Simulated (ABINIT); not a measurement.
HgTe (Coloradoite):

```
CELL_PARAMETERS angstrom
0.00000 3.21450 3.21450
3.21450 0.00000 3.21450
3.21450 3.21450 0.00000
ATOMIC_POSITIONS crystal
Hg 0.00000 0.00000 0.00000
Te 0.75000 0.75000 0.75000
```

Base run:

- Program: ABINIT 10.8.3 (patched build)
- Functional: PBEsol
- Potentials or basis: PseudoDojo NC SR PBEsol v0.4.1 standard
- Cutoff: 925 eV
- k mesh: 5 × 5 × 5
- Occupations: fermi-dirac, width 0.05 eV
- Spin: no spin polarisation

Its results: band gap on the k mesh none (metal or under the smearing width); pressure 1.7 GPa.

Question: The run is repeated on the same cell with these changes: functional from PBEsol to LDA; potentials or basis from PseudoDojo NC SR PBEsol v0.4.1 standard to PseudoDojo NC SR LDA v0.4.1 standard. What comes out?

Answer: Band gap on the k mesh none (metal or under the smearing width); pressure 0.1 GPa.

Not every run made on this cell is shown here.
